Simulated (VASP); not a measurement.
# AlP (F-43m) in VASP: a series of runs

The runs below take AlP through relaxation of cell and atoms, with PBEsol, PBE.

Program: VASP 6.6.1. These are calculated values, not measurements. Logs are shortened: lines on timing, memory, paths and dates and some standing lists are left out, and cuts for length are marked.

### Step 1. Starting point

Symmetry: F-43m, No. 216, cubic system. The conventional cell has a = 5.451 Å, b = 5.451 Å, c = 5.451 Å, α = 90.00°, β = 90.00°, γ = 90.00°. Al (site symmetry -43m) has 4 P at 2.36 Å as nearest neighbours. P (site symmetry -43m) has 4 Al at 2.36 Å as nearest neighbours.

### Step 2. Relaxation of cell and atoms, PBEsol

The input, INCAR:

```
PREC = Accurate
ENCUT = 600
EDIFF = 1E-6
ISMEAR = 0
SIGMA = 0.03
LREAL = F
LASPH = T
NELM = 80
ALGO = Normal
ISIF = 3
LWAVE = F
LCHARG = F
GGA = PS
IBRION = 2
NSW = 90
EDIFFG = -0.01
KPAR = 4
```

The input, KPOINTS:

```
regular mesh
0
Gamma
  8 8 8
```

The input, POSCAR:

```
AlP
1.0
    0.0000000000      2.7255000000      2.7255000000
    2.7255000000      0.0000000000      2.7255000000
    2.7255000000      2.7255000000      0.0000000000
Al P
1 1
Direct
    0.0000000000      0.0000000000      0.0000000000
    0.2500000000      0.2500000000      0.2500000000
```

Potentials or basis: VASP PAW PBE potentials, release 64 (Al, P).

Command:

```console
cat potpaw_PBE.64/Al/POTCAR potpaw_PBE.64/P/POTCAR > POTCAR
mpirun -np 4 vasp_std > vasp.out
```

OUTCAR:

```text
PREC = Accurate
   ENCUT = 600
   EDIFF = 1E-6
   ISMEAR = 0
   LREAL = F
   LASPH = T
   NELM = 80
   ISIF = 3
   GGA = PS
   IBRION = 2
   NSW = 90
   EDIFFG = -0.01

 ion  position               nearest neighbor table
   1  0.000  0.000  0.000-   2 2.36   2 2.36   2 2.36   2 2.36
   2  0.250  0.250  0.250-   1 2.36   1 2.36   1 2.36   1 2.36

  LATTYP: Found a face centered cubic cell.
 ALAT       =     5.4510000000

  Lattice vectors:

 A1 = (   0.0000000000,   2.7255000000,   2.7255000000)
 A2 = (   2.7255000000,   0.0000000000,   2.7255000000)
 A3 = (   2.7255000000,   2.7255000000,   0.0000000000)

Analysis of symmetry for initial positions (statically):
=====================================================================
 Subroutine PRICEL returns:
 Original cell was already a primitive cell.

 Routine SETGRP: Setting up the symmetry group for a
 face centered cubic supercell.

 Subroutine GETGRP returns: Found 24 space group operations
 (whereof 24 operations were pure point group operations)
 out of a pool of 48 trial point group operations.

The static configuration has the point symmetry T_d .

Analysis of symmetry for dynamics (positions and initial velocities):
=====================================================================
 Subroutine PRICEL returns:
 Original cell was already a primitive cell.

 Routine SETGRP: Setting up the symmetry group for a
 face centered cubic supercell.

 Subroutine GETGRP returns: Found 24 space group operations
 (whereof 24 operations were pure point group operations)
 out of a pool of 48 trial point group operations.

The dynamic configuration has the point symmetry T_d .

 Subroutine INISYM returns: Found 24 space group operations
 (whereof 24 operations are pure point group operations),
 and found     1 'primitive' translations

----------------------------------------------------------------------------------------

                                     Primitive cell

  volume of cell :      40.4919

  direct lattice vectors                    reciprocal lattice vectors
     0.000000000  2.725500000  2.725500000    -0.183452578  0.183452578  0.183452578
     2.725500000  0.000000000  2.725500000     0.183452578 -0.183452578  0.183452578
     2.725500000  2.725500000  0.000000000     0.183452578  0.183452578 -0.183452578

  length of vectors
     3.854439064  3.854439064  3.854439064     0.317749185  0.317749185  0.317749185

  position of ions in fractional coordinates (direct lattice)
     0.000000000  0.000000000  0.000000000
     0.250000000  0.250000000  0.250000000

  ion indices of the primitive-cell ions
   primitive index   ion index
                 1           1
                 2           2

----------------------------------------------------------------------------------------

 KPOINTS: regular mesh

Automatic generation of k-mesh.
 Grid dimensions read from file:
 generate k-points for:    8    8    8

 Generating k-lattice:

  Cartesian coordinates                     Fractional coordinates (reciprocal lattice)
    -0.022931572  0.022931572  0.022931572     0.125000000  0.000000000  0.000000000
     0.022931572 -0.022931572  0.022931572     0.000000000  0.125000000  0.000000000
     0.022931572  0.022931572 -0.022931572     0.000000000  0.000000000  0.125000000

  Length of vectors
     0.039718648  0.039718648  0.039718648

  Shift w.r.t. Gamma in fractional coordinates (k-lattice)
     0.000000000  0.000000000  0.000000000

 Subroutine IBZKPT returns following result:
 ===========================================

 Found     29 irreducible k-points:

 Following reciprocal coordinates:
            Coordinates               Weight
  0.000000  0.000000  0.000000      1.000000
  0.125000  0.000000  0.000000      8.000000
  0.250000  0.000000  0.000000      8.000000
  0.375000  0.000000  0.000000      8.000000
  0.500000  0.000000  0.000000      4.000000
  0.125000  0.125000  0.000000      6.000000
[... 16 lines left out ...]
  0.500000  0.250000  0.125000     48.000000
 -0.375000  0.250000  0.125000     24.000000
 [... further k-points ...]
   k-points           NKPTS =     29   k-points in BZ     NKDIM =     29   number of bands    NBANDS=      8
   number of dos      NEDOS =    301   number of ions     NIONS =      2
   total plane-waves  NPLWV =  32768
   dimension x,y,z NGX =    32 NGY =   32 NGZ =   32
   dimension x,y,z NGXF=    64 NGYF=   64 NGZF=   64
   ions per type =               1   1
   NGX,Y,Z   is equivalent  to a cutoff of  13.80, 13.80, 13.80 a.u.
   NGXF,Y,Z  is equivalent  to a cutoff of  27.60, 27.60, 27.60 a.u.
 SYSTEM =  unknown system
   PREC   = accura    normal or accurate (medium, high low for compatibility)
   ISTART =      0    job   : 0-new  1-cont  2-samecut
   ICHARG =      2    charge: 1-file 2-atom 10-const
   ISPIN  =      1    spin polarized calculation?
   LNONCOLLINEAR =      F non collinear calculations
   LSORBIT =      F    spin-orbit coupling
   LASPH  =      T    aspherical Exc in radial PAW
   ENCUT  =  600.0 eV  44.10 Ry    6.64 a.u.   7.70  7.70  7.70*2*pi/ulx,y,z
   NELM   =     80;   NELMIN=  2; NELMDL= -5     # of ELM steps
   EDIFF  = 0.1E-05   stopping-criterion for ELM
   LREAL  =      F    real-space projection
   EDIFFG = -.1E-01   stopping-criterion for IOM
   NSW    =     90    number of steps for IOM
   IBRION =      2    ionic relax: 0-MD 1-quasi-New 2-CG
   NFREE  =      1    steps in history (QN), initial steepest desc. (CG)
   ISIF   =      3    stress and relaxation
   ISYM   =      2    0-nonsym 1-usesym 2-fastsym
   POTIM  = 0.5000    time-step for ionic-motion
   TEBEG  =    0.0;   TEEND  =   0.0 temperature during run
   PSTRESS=    0.0 pullay stress
   NELECT =       8.0000    total number of electrons
   NUPDOWN=      -1.0000    fix difference up-down
   EMIN   =  10.00;   EMAX   =-10.00  energy-range for DOS
   EFERMI =   0.00;   METHOD = LEGACY
   ISMEAR =     0;   SIGMA  =   0.03  broadening in eV -4-tet -1-fermi 0-gaus
   EFERMI_NEDOS =   21; number of points for ismear=-14 and -15
   IALGO  =     38    algorithm
   IMIX   =      4    mixing-type and parameters
     AMIX     =   0.40;   BMIX     =  1.00
     AMIX_MAG =   1.60;   BMIX_MAG =  1.00
  volume/ion in A,a.u.               =      20.25       136.63
  Fermi-wavevector in a.u.,A,eV,Ry     =   0.953488  1.801831 12.369596  0.909140
  Thomas-Fermi vector in A             =   2.082148
   LORBIT       =      0    0 simple, 1 ext, 2 COOP (PROOUT), +10 PAW based schemes
   GGA     = PS    functional components
   LHFCALC =     F    Hartree Fock is set to
   AEXX    =    0.0000 exact exchange contribution
   IVDW    =     0    specifies the selected vdW correction
   LEPSILON=     F    determine dielectric tensor
   LRPA    =     F    only Hartree local field effects (RPA)
 conjugate gradient relaxation of ions
 non-spin polarized calculation
 Gauss-broadening in eV      SIGMA  =   0.03
  energy-cutoff  :      600.00
  volume of cell :       40.49
 maximum number of plane-waves:      1365
   NGX = 15   NGY = 15   NGZ = 15

--------------------------------------- Ionic step        1  -------------------------------------------

 number of electron       8.0000000 magnetization

 Free energy of the ion-electron system (eV)
  ---------------------------------------------------
  ext. energy  EPLUGINS =         0.00000000
  ---------------------------------------------------
  free energy    TOTEN  =       -10.99407486 eV

  energy without entropy =      -10.99407486  energy(sigma->0) =      -10.99407486

------------------------ aborting loop because EDIFF is reached ----------------------------------------

  FORCE on cell =-STRESS in cart. coord.  units (eV):
  Direction    XX          YY          ZZ          XY          YZ          ZX
  --------------------------------------------------------------------------------------
  -------------------------------------------------------------------------------------
  Total        0.2526083      0.2526083      0.2526083      0.0000000      0.0000000     -0.0000000
  in kB        9.9951583      9.9951583      9.9951583      0.0000000      0.0000000     -0.0000000
  external PRESSURE =       9.9951583 kB  Pullay stress =       0.0000000 kB

 VOLUME and BASIS-vectors are now :
 -----------------------------------------------------------------------------
  energy-cutoff  :      600.00
  volume of cell :       40.49
      direct lattice vectors                 reciprocal lattice vectors
     0.000000000  2.725500000  2.725500000    -0.183452578  0.183452578  0.183452578
     2.725500000  0.000000000  2.725500000     0.183452578 -0.183452578  0.183452578
     2.725500000  2.725500000  0.000000000     0.183452578  0.183452578 -0.183452578
[... 37 lines left out ...]
 POSITION                                       TOTAL-FORCE (eV/Angst)
 -----------------------------------------------------------------------------------
      5.48421      5.48421      5.48421         0.000000      0.000000      0.000000
      1.37105      1.37105      1.37105        -0.000000     -0.000000     -0.000000
 -----------------------------------------------------------------------------------
    total drift:                               -0.000000     -0.000000     -0.000000

  FREE ENERGIE OF THE ION-ELECTRON SYSTEM (eV)
  ---------------------------------------------------
  free  energy   TOTEN  =       -10.9949392031 eV

  energy  without entropy=      -10.9949392031  energy(sigma->0) =      -10.99493920

--------------------------------------- Ionic step        3  -------------------------------------------

 number of electron       8.0000000 magnetization

 Free energy of the ion-electron system (eV)
  ---------------------------------------------------
  ext. energy  EPLUGINS =         0.00000000
  ---------------------------------------------------
  free energy    TOTEN  =       -10.99548267 eV

  energy without entropy =      -10.99548267  energy(sigma->0) =      -10.99548267

 E-fermi :   4.6236     XC(G=0):  -9.3409

 val. band max:        4.4778618741   @ k =   0.0000   0.0000   0.0000
 cond. band min:       5.9286929275   @ k =   0.5000   0.5000   0.0000
 fundamental gap:      1.4508310534
 Fermi energy:         4.6235539426

 k-point     1 :       0.0000    0.0000    0.0000
  band No.  band energies     occupation
      1      -7.0136      2.00000
      2       4.4779      2.00000
      3       4.4779      2.00000
      4       4.4779      2.00000
      5       7.6288      0.00000
      6       8.9814      0.00000
      7       8.9814      0.00000
      8       8.9814      0.00000

 k-point     2 :       0.1250    0.0000    0.0000
  band No.  band energies     occupation
      1      -6.8413      2.00000
      2       3.2382      2.00000
      3       4.3290      2.00000
      4       4.3290      2.00000
      5       8.0727      0.00000
      6       9.2648      0.00000
      7       9.2648      0.00000
      8       9.4784      0.00000
[... 221 lines left out ...]
 k-point    23 :       0.5000    0.2500    0.1250
  band No.  band energies     occupation
      1      -5.3461      2.00000
      2      -0.1488      2.00000
      3       1.9970      2.00000
      4       3.1721      2.00000
      5       8.3390      0.00000
      6       9.1810      0.00000
      7      10.4284      0.00000
      8      11.5082      0.00000

 k-point    24 :      -0.3750    0.2500    0.1250
  band No.  band energies     occupation
      1      -5.0175      2.00000
      2      -0.7104      2.00000
      3       1.8622      2.00000
      4       2.9833      2.00000
      5       8.3362      0.00000
      6       8.9121      0.00000
      7      11.2957      0.00000
      8      12.0871      0.00000

 [... further k-points ...]

------------------------ aborting loop because EDIFF is reached ----------------------------------------

  FORCE on cell =-STRESS in cart. coord.  units (eV):
  Direction    XX          YY          ZZ          XY          YZ          ZX
  --------------------------------------------------------------------------------------
  -------------------------------------------------------------------------------------
  Total        0.0010686      0.0010686      0.0010686      0.0000000      0.0000000      0.0000000
  in kB        0.0418110      0.0418110      0.0418110      0.0000000      0.0000000      0.0000000
  external PRESSURE =       0.0418110 kB  Pullay stress =       0.0000000 kB

 VOLUME and BASIS-vectors are now :
 -----------------------------------------------------------------------------
  energy-cutoff  :      600.00
  volume of cell :       40.95
      direct lattice vectors                 reciprocal lattice vectors
     0.000000000  2.735703104  2.735703104    -0.182768371  0.182768371  0.182768371
     2.735703104  0.000000000  2.735703104     0.182768371 -0.182768371  0.182768371
     2.735703104  2.735703104  0.000000000     0.182768371  0.182768371 -0.182768371

 POSITION                                       TOTAL-FORCE (eV/Angst)
 -----------------------------------------------------------------------------------
      0.00000      0.00000      0.00000        -0.000000     -0.000000     -0.000000
      1.36785      1.36785      1.36785         0.000000      0.000000      0.000000
 -----------------------------------------------------------------------------------
    total drift:                               -0.000000     -0.000000     -0.000000

  FREE ENERGIE OF THE ION-ELECTRON SYSTEM (eV)
  ---------------------------------------------------
  free  energy   TOTEN  =       -10.9954826746 eV

  energy  without entropy=      -10.9954826746  energy(sigma->0) =      -10.99548267

 reached required accuracy - stopping structural energy minimisation
```

Wall time 17 s (4 MPI ranks of Intel Xeon Platinum 8375C at 2.90GHz (Ice Lake), shared host); peak memory 0.17 GiB.

What came out:

```
Free energy                            : -10.9955 eV
Relaxed volume                         : 20.47 Å³/atom
Relaxed cell                           : a = 3.869 Å, b = 3.869 Å, c = 3.869 Å, α = 60.00°, β = 60.00°, γ = 60.00°
Space group after relaxing (to 0.05 Å) : F-43m (No. 216)
Energy gained by relaxing              : 0.7 meV/atom
Ionic steps                            : 3
Pressure after relaxing                : 0.0 GPa
Band gap on the k mesh                 : 1.45 eV, indirect (least direct gap 3.15 eV)
```

Step by step:
| step | energy change (eV) | largest force (eV/Å) | pressure (GPa) | volume (Å³) |
| --- | --- | --- | --- | --- |
| 1 | 0.0000 | 0.0000 | 1.00 | 40.49 |
| 2 | -0.0009 | 0.0000 | -0.60 | 41.24 |
| 3 | -0.0014 | 0.0000 | 0.00 | 40.95 |

Final structure:
```
Al P
1.0
     0.00000    2.73570    2.73570
     2.73570    0.00000    2.73570
     2.73570    2.73570    0.00000
Al P
1 1
Cartesian
  0.0000 0.0000 0.0000
  1.3679 1.3679 1.3679
```

Caveat: the PAW data sets were made with another functional, which shifts forces and pressure a little. Zero-point motion and thermal expansion aren't in these numbers.

[end of part 1 of 2]
